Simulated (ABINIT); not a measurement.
Runs of ABINIT 10.8.3 (patched build) on Bi. It takes space group R-3m (No. 166, trigonal). Conventional cell: a = 4.535 Å, b = 4.535 Å, c = 11.814 Å, α = 90.00°, β = 90.00°, γ = 120.00°. Bi (site symmetry 3m) has 6 Bi at 3.06 to 3.52 Å as nearest neighbours. 

```tsv
task	level	potentials or basis	k mesh	cutoff (eV)	smearing	fine-grid cutoff	most SCF steps	gap on the mesh (eV)	pressure (GPa)	largest force (eV/Å)
band structure	PBEsol	JTH PAW PBE v2.0	7 × 7 × 7	707	fermi-dirac 0.05 eV	1306.15 eV	-	-	-0.8	0.14
band structure	LDA	JTH PAW PBE v2.0	7 × 7 × 7	707	fermi-dirac 0.05 eV	1306.15 eV	-	-	-2.0	0.06
band structure	RPBE	JTH PAW PBE v2.0	7 × 7 × 7	707	fermi-dirac 0.05 eV	1306.15 eV	-	0.27	3.0	0.24
band structure	AM05	JTH PAW PBE v2.0	7 × 7 × 7	707	fermi-dirac 0.05 eV	1306.15 eV	-	-	-0.5	(c)
single point	HSE06	SG15 NC PBE v1.2	6 × 6 × 6	490	fixed	-	60	0.10	-0.8	0.38
band structure	r2SCAN	JTH PAW PBE v2.0	7 × 7 × 7	707	fermi-dirac 0.05 eV	1306.15 eV	-	0.29	(d)	0.04
band structure	BLYP	JTH PAW PBE v2.0	7 × 7 × 7	707	fermi-dirac 0.05 eV	1306.15 eV	-	(a)	4.9	(b)
```

Alike in all rows: no spin polarisation; cell as given.

Problem. Estimate the missing entries.

Solution. (a) 0.28; (b) 0.21; (c) 0.10; (d) 0.8.

Caveats: the PAW data sets were made with another functional, which shifts forces and pressure a little (some runs); spin-orbit coupling is left out, which as a rule narrows the gap of such compounds by several tenths of an eV (some runs); spin-orbit coupling is left out, which moves the levels of the heavy elements (some runs); the mesh misses the band edges, which the band path finds closer together (some runs); Libxc's HSE differs a little from that of other programs (some runs); the potentials were made for another functional, which shifts forces and pressure (some runs).

A k mesh can miss the band edges, and the runs leave out spin-orbit coupling on Bi.

Runs at the PBE level aren't shown here.
